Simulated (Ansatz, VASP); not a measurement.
**Two plane-wave programs on BaTe**

INCAR

```
SYSTEM = BaTe
ALGO = Normal
EDIFF = 1E-6
ENCUT = 520
GGA = PE
ISIF = 2
ISMEAR = 0
LASPH = .True.
LCHARG = .True.
LELF = .True.
LREAL = .False.
LVHAR = .True.
LWAVE = .False.
NBANDS = 15
NELM = 80
PREC = Accurate
SIGMA = 0.05
```

KPOINTS

```
k-points
0
Gamma
  8 8 8
  0 0 0
```

File POSCAR:

```
BaTe
1.0
    0.0000000000      3.4100000000      3.4100000000
    3.4100000000      0.0000000000      3.4100000000
    3.4100000000      3.4100000000      0.0000000000
Ba Te
1 1
Direct
    0.0000000000      0.0000000000      0.0000000000
    0.5000000000      0.5000000000      0.5000000000
```

Input for Ansatz:

```yaml
crystal:
  lattice:
    - [0.0, 3.41, 3.41]
    - [3.41, 0.0, 3.41]
    - [3.41, 3.41, 0.0]
  atoms:
    - { symbol: Ba, position: [0.0, 0.0, 0.0] }
    - { symbol: Te, position: [0.5, 0.5, 0.5] }
basis:
  ecutwfc: 420
kpoints:
  mp_grid: { grid: [8, 8, 8] }
hamiltonian:
  xc: pbe
scf:
  occupations: { method: gaussian, width: 0.05 }
  convergence: { dr2_threshold: 1.0e-11 }
output:
  forces: true
  eigenvalues: true
  stress: true
```

Alike in both runs: task single point; functional PBE; k mesh 8 × 8 × 8; occupations gaussian, width 0.05 eV; no spin polarisation.

|  | VASP | Ansatz |
| --- | --- | --- |
| version | VASP 6.6.1 | Ansatz 0.2.0 |
| potentials or method | VASP PAW PBE potentials, release 64 (Ba_sv, Te) | scalar-relativistic, plane waves, PAW |
| plane-wave cutoff (eV) | 520 | 420 |
| valence electrons in the cell | 16 | 26 |

```tsv
	VASP	Ansatz	Ansatz less VASP
gap on the k mesh at the Fermi level (eV)	1.33	1.43	+0.100
pressure (GPa)	4.2	3.8	-0.43
```

The functional is the same, so the differences come from potentials, cutoffs and numerics. The two sets of potentials don't hold the same shells in valence.

Caveats: spin-orbit coupling is left out, which moves the levels of the heavy elements. A k mesh can miss the band edges. As with any semilocal functional, this PBE gap is likely too small.
